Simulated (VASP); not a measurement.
# Lu (P6_3/mmc) in VASP: a series of runs

One crystal, Lu, is run at these levels: PBE; tasks: single point.

All numbers are computed with VASP 6.6.1; they aren't measurements. Logs are shortened: lines on timing, memory, paths and dates and some standing lists are left out, and cuts for length are marked.

### 1 Starting point

The structure is hexagonal, space group P6_3/mmc (No. 194). Conventional cell: a = 3.503 Å, b = 3.503 Å, c = 5.551 Å, α = 90.00°, β = 90.00°, γ = 120.00°. Lu (site symmetry -6m2) is surrounded by 12 Lu at 3.43 to 3.50 Å.

### 2 Single point, PBE

The input, INCAR:

```
SYSTEM = Lu
  PREC = Accurate
  ENCUT = 400
  EDIFF = 1E-6
  ISMEAR = 0
  SIGMA = 0.1
  LREAL = .False.
  LASPH = .True.
  NELM = 100
  ALGO = Normal
  ISIF = 2
  LWAVE = .False.
  LCHARG = .False.
  GGA = PE
  ADDGRID = .False.
```

The input, KPOINTS:

```
regular mesh
0
Gamma
  8 8 5
  0 0 0
```

The input, POSCAR:

```
Lu
1.0
    3.5031000000      0.0000000000      0.0000000000
   -1.7515500000      3.0337735920      0.0000000000
    0.0000000000      0.0000000000      5.5509000000
Lu
2
Direct
    0.6483880000      0.2977880000      0.7516770000
    0.3414390000      0.6668870000      0.2457360000
```

Potentials or basis: VASP PAW PBE potentials, release 64 (Lu_3), 4f in core.

Command:

```sh
$ cat potpaw_PBE.64/Lu_3/POTCAR > POTCAR
$ mpirun -np 1 vasp_std > vasp.out
```

OUTCAR:

```text
SYSTEM = Lu
   PREC = Accurate
   ENCUT = 400
   EDIFF = 1E-6
   ISMEAR = 0
   LREAL = .False.
   LASPH = .True.
   NELM = 100
   ISIF = 2
   GGA = PE

 Found    162 irreducible k-points:

 Following reciprocal coordinates:
            Coordinates               Weight
  0.000000  0.000000  0.000000      1.000000
  0.125000  0.000000  0.000000      2.000000
  0.000000  0.125000  0.000000      2.000000
 -0.125000  0.125000  0.000000      2.000000
  0.250000  0.000000  0.000000      2.000000
  0.000000  0.250000  0.000000      2.000000
   k-points           NKPTS =    162   k-points in BZ     NKDIM =    162   number of bands    NBANDS=     13
   number of dos      NEDOS =    301   number of ions     NIONS =      2
   total plane-waves  NPLWV =  20736
   dimension x,y,z NGX =    24 NGY =   24 NGZ =   36
   dimension x,y,z NGXF=    48 NGYF=   48 NGZF=   72
   ions per type =               2
   NGX,Y,Z   is equivalent  to a cutoff of  11.39, 11.39, 10.78 a.u.
   NGXF,Y,Z  is equivalent  to a cutoff of  22.78, 22.78, 21.56 a.u.
 SYSTEM =  Lu
   PREC   = accura    normal or accurate (medium, high low for compatibility)
   ISTART =      0    job   : 0-new  1-cont  2-samecut
   ICHARG =      2    charge: 1-file 2-atom 10-const
   ISPIN  =      1    spin polarized calculation?
   LNONCOLLINEAR =      F non collinear calculations
   LSORBIT =      F    spin-orbit coupling
   LASPH  =      T    aspherical Exc in radial PAW
   ENCUT  =  400.0 eV  29.40 Ry    5.42 a.u.   5.71  5.71  9.05*2*pi/ulx,y,z
   NELM   =    100;   NELMIN=  2; NELMDL= -5     # of ELM steps
   EDIFF  = 0.1E-05   stopping-criterion for ELM
   LREAL  =      F    real-space projection
   EDIFFG = 0.1E-04   stopping-criterion for IOM
   NSW    =      0    number of steps for IOM
   IBRION =     -1    ionic relax: 0-MD 1-quasi-New 2-CG
   NFREE  =      0    steps in history (QN), initial steepest desc. (CG)
   ISIF   =      2    stress and relaxation
   ISYM   =      2    0-nonsym 1-usesym 2-fastsym
   POTIM  = 0.5000    time-step for ionic-motion
   TEBEG  =    0.0;   TEEND  =   0.0 temperature during run
   PSTRESS=    0.0 pullay stress
   NELECT =      18.0000    total number of electrons
   NUPDOWN=      -1.0000    fix difference up-down
   EMIN   =  10.00;   EMAX   =-10.00  energy-range for DOS
   EFERMI =   0.00;   METHOD = LEGACY
   ISMEAR =     0;   SIGMA  =   0.10  broadening in eV -4-tet -1-fermi 0-gaus
   EFERMI_NEDOS =   21; number of points for ismear=-14 and -15
   IALGO  =     38    algorithm
   IMIX   =      4    mixing-type and parameters
     AMIX     =   0.40;   BMIX     =  1.00
     AMIX_MAG =   1.60;   BMIX_MAG =  1.00
  volume/ion in A,a.u.               =      29.50       199.05
  Fermi-wavevector in a.u.,A,eV,Ry     =   1.102130  2.082723 16.526853  1.214689
  Thomas-Fermi vector in A             =   2.238568
   LORBIT       =      0    0 simple, 1 ext, 2 COOP (PROOUT), +10 PAW based schemes
   GGA     = PE    functional components
   LHFCALC =     F    Hartree Fock is set to
   AEXX    =    0.0000 exact exchange contribution
   IVDW    =     0    specifies the selected vdW correction
   LEPSILON=     F    determine dielectric tensor
   LRPA    =     F    only Hartree local field effects (RPA)
 non-spin polarized calculation
 Gauss-broadening in eV      SIGMA  =   0.10
  energy-cutoff  :      400.00
  volume of cell :       58.99
 maximum number of plane-waves:      1087
   NGX = 11   NGY = 11   NGZ = 19

 number of electron      18.0000001 magnetization

 Free energy of the ion-electron system (eV)
  ---------------------------------------------------
  ext. energy  EPLUGINS =         0.00000000
  ---------------------------------------------------
  free energy    TOTEN  =        -8.89455999 eV

  energy without entropy =       -8.87347738  energy(sigma->0) =       -8.88401869

 E-fermi :   2.7695     XC(G=0):  -9.9085

 val. band max:        2.7632632538   @ k =  -0.3750  -0.2500   0.4000
 cond. band min:       2.7789821862   @ k =   0.1250   0.2500   0.0000
 fundamental gap:      0.0157189325
 Fermi energy:         2.7695200115

 k-point     1 :       0.0000    0.0000    0.0000
  band No.  band energies     occupation
      1     -24.2760      2.00000
      2     -23.8761      2.00000
      3     -23.8563      2.00000
      4     -23.7977      2.00000
      5     -23.7835      2.00000
      6     -23.7599      2.00000
      7      -3.2474      2.00000
      8       0.3394      2.00000
      9       3.3277      0.00000
     10       4.9403      0.00000
     11       5.0443      0.00000
     12       5.2044      0.00000
     13       5.7377      0.00000

 k-point     2 :       0.1250    0.0000    0.0000
  band No.  band energies     occupation
      1     -24.2538      2.00000
      2     -23.9103      2.00000
      3     -23.8871      2.00000
      4     -23.8455      2.00000
      5     -23.7932      2.00000
      6     -23.7693      2.00000
      7      -2.8803      2.00000
      8       0.7080      2.00000
      9       3.0684      0.00002
     10       4.2578      0.00000
     11       5.1625      0.00000
     12       5.3074      0.00000
     13       5.7873      0.00000
[... 33 lines left out ...]
 k-point     5 :       0.2500    0.0000    0.0000
  band No.  band energies     occupation
      1     -24.1951      2.00000
      2     -24.0296      2.00000
      3     -23.9595      2.00000
      4     -23.9241      2.00000
      5     -23.8135      2.00000
      6     -23.7971      2.00000
      7      -1.8725      2.00000
      8       1.5435      2.00000
      9       2.5145      1.99969
     10       3.3241      0.00000
     11       4.4773      0.00000
     12       5.1604      0.00000
     13       5.3200      0.00000

 k-point     6 :       0.0000    0.2500    0.0000
  band No.  band energies     occupation
      1     -24.1820      2.00000
      2     -24.0374      2.00000
      3     -23.9575      2.00000
      4     -23.9139      2.00000
      5     -23.8193      2.00000
      6     -23.8109      2.00000
      7      -1.8565      2.00000
      8       1.6120      2.00000
      9       2.6395      1.93400
     10       3.2550      0.00000
     11       4.4373      0.00000
     12       4.8340      0.00000
     13       5.4104      0.00000

 [... further k-points ...]

------------------------ aborting loop because EDIFF is reached ----------------------------------------

  FORCE on cell =-STRESS in cart. coord.  units (eV):
  Direction    XX          YY          ZZ          XY          YZ          ZX
  --------------------------------------------------------------------------------------
  -------------------------------------------------------------------------------------
  Total       -0.0437899      0.2293691     -0.1334995     -0.0353859     -0.0226018     -0.0047991
  in kB       -1.1892829      6.2294023     -3.6256937     -0.9610418     -0.6138399     -0.1303372
  external PRESSURE =       0.4714752 kB  Pullay stress =       0.0000000 kB

 VOLUME and BASIS-vectors are now :
 -----------------------------------------------------------------------------
  energy-cutoff  :      400.00
  volume of cell :       58.99
      direct lattice vectors                 reciprocal lattice vectors
     3.503100000  0.000000000  0.000000000     0.285461448  0.164811244  0.000000000
    -1.751550000  3.033773592  0.000000000     0.000000000  0.329622488  0.000000000
     0.000000000  0.000000000  5.550900000     0.000000000  0.000000000  0.180150967

 POSITION                                       TOTAL-FORCE (eV/Angst)
 -----------------------------------------------------------------------------------
      1.74978      0.90342      4.17248         0.033096      0.151143     -0.137292
      0.02801      2.02318      1.36406        -0.033096     -0.151143      0.137292
 -----------------------------------------------------------------------------------
    total drift:                                0.000002      0.000010     -0.000001

  FREE ENERGIE OF THE ION-ELECTRON SYSTEM (eV)
  ---------------------------------------------------
  free  energy   TOTEN  =        -8.8945599911 eV

  energy  without entropy=       -8.8734773803  energy(sigma->0) =       -8.88401869
```

It took 23 s on 1 thread of Intel Xeon 6975P-C (Granite Rapids), shared host; peak memory 0.2 GiB.

The run converged, but some of its settings lie outside the range that counts as converged, so its numbers aren't taken as properties of the crystal.

Results:

- Free energy: -8.8946 eV
- Pressure: 0.0 GPa
- Largest force: 0.207 eV/Å
- Band gap on the k mesh: none (metal or under the smearing width)

### 3 Single point, PBE

Changes to INCAR since step 2:

```diff
@@ -2,3 +2,3 @@
   PREC = Accurate
-  ENCUT = 400
+  ENCUT = 250
   EDIFF = 1E-6
```

The input, KPOINTS:

```
regular mesh
0
Gamma
  11 11 6
  0 0 0
```

The input, POSCAR:

```
Lu
1.0
    3.5031000000      0.0000000000      0.0000000000
   -1.7515500000      3.0337735920      0.0000000000
    0.0000000000      0.0000000000      5.5509000000
Lu
2
Direct
    0.6666666667      0.3333333333      0.7500000000
    0.3333333333      0.6666666667      0.2500000000
```

Potentials or basis: VASP PAW PBE potentials, release 64 (Lu_3), 4f in core.

Command:

```sh
$ cat potpaw_PBE.64/Lu_3/POTCAR > POTCAR
$ mpirun -np 1 vasp_std > vasp.out
```

Run time: 7.4 s. Hardware: 1 thread of Intel Xeon 6975P-C (Granite Rapids), shared host; peak memory 0.13 GiB.

These settings aren't checked as converged: the numbers below hold their error.

What came out:

- Free energy: -8.9097 eV
- Pressure: -0.2 GPa
- Band gap on the k mesh: none (metal or under the smearing width)

### 4 Single point, PBE

INCAR is that of step 3.

KPOINTS is that of step 3.

The input, POSCAR:

```
Lu
1.0
    3.5031000000      0.0000000000      0.0000000000
   -1.7515500000      3.0337735920      0.0000000000
    0.0000000000      0.0000000000      5.5509000000
Lu
2
Direct
    0.6483880000      0.2977880000      0.7516770000
    0.3414390000      0.6668870000      0.2457360000
```

Command:

```sh
$ cat potpaw_PBE.64/Lu_3/POTCAR > POTCAR
$ mpirun -np 1 vasp_std > vasp.out
```

Run time: 34 s. Hardware: 1 thread of Intel Xeon 6975P-C (Granite Rapids), shared host; peak memory 0.19 GiB.

These settings aren't checked as converged: the numbers below hold their error.

What came out:

```yaml
Free_energy: -8.8975 eV
Pressure: -0.2 GPa
Largest_force: 0.224 eV/Å
Band_gap_on_the_k_mesh: none (metal or under the smearing width)
```

### 5 For comparison

An earlier run on the cell as given: functional PBE; potentials or basis VASP PAW PBE potentials, release 64 (Lu); cutoff 520 eV; k mesh 9 × 9 × 5; occupations fermi-dirac, width 0.05 eV; no spin polarisation.

* Pressure: -0.4 GPa
* Band gap on the k mesh: none (metal or under the smearing width)
